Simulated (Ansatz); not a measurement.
# Ga₂O₃: pressure against volume

Ga₂O₃, C2/m, a = 12.256 Å, b = 3.039 Å, c = 5.808 Å, β = 103.8°. Ansatz: r2SCAN, PAW, 500 eV, Γ-centred 8×8×4 mesh on 10 atoms, Gaussian smearing 0.02 eV; no spin polarisation. Shape and atoms are relaxed at each volume; pressure is positive in compression.

```
V (Å³/atom) P (GPa)
      9.874    12.48
     10.189        ?
     10.504     0.00
     10.819    -5.07
     11.135    -9.44
```

Take V0 = 10.504 Å³/atom, fit the third-order Birch–Murnaghan form to the other rows, and predict the missing pressure.

With the Eulerian strain f = ½[(V0/V)^(2/3) − 1] and y = P/[3f(1 + 2f)^(5/2)], the form is the line y = B0 + 1.5 B0 (B0′ − 4) f. Rows (f, y): 0.02105, 178.3; -0.00975, 182.1; -0.01907, 181.9. Means f = -0.002590, y = 180.77; Σ(Δf)² = 0.0008817, ΣΔfΔy = -0.08654; the slope is their ratio. y = 180.5 − 98.15 f GPa, so B0 = 180.5 GPa and B0′ = 4 + 2 × (-98.15)/(3 × 180.5) = 3.64. At V = 10.189, f = 0.01025, y = 179.49 and P = 5.81 GPa. The run gave 5.84 GPa, so the fit is 0.03 GPa too low, within twice the rms miss on the fitted rows (0.02 GPa).

Cost: 5 runs of about 35 core-minutes in all, on Arm Neoverse V1 (shared hosts).